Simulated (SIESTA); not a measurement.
The system is Sn.

```
Sn
1.0
    -2.94014    2.94014    1.59930
     2.94014   -2.94014    1.59930
     2.94014    2.94014   -1.59930
Sn
2
Direct
  0.00000 0.00000 0.00000
  0.75000 0.25000 0.50000
```

Base run:

* Program: SIESTA 5.4.2
* Functional: BLYP
* Potentials or basis: PseudoDojo 0.4 standard (PBE files)
* Basis: DZP (energy shift 0.003 Ry; two zetas on semicore shells)
* Grid cutoff: 500 Ry
* Energy shift: 0.003 Ry
* k mesh: 9 × 9 × 9
* Occupations: fermi-dirac, width 0.05 eV
* Spin: no spin polarisation

Its results: band gap on the k mesh none (metal or under the smearing width); pressure 6.7 GPa.

The run is repeated on the same cell with these changes: functional from BLYP to AM05; potentials or basis from PseudoDojo 0.4 standard (PBE files) to PseudoDojo 0.4 standard (PBEsol files). What comes out?

Band gap on the k mesh none (metal or under the smearing width); pressure -0.7 GPa.

Caveats: the potentials were made for another functional, which shifts forces and pressure; spin-orbit coupling is left out, which moves the levels of the heavy elements; the basis of atomic orbitals isn't converged, which shifts pressures, moduli and gaps.
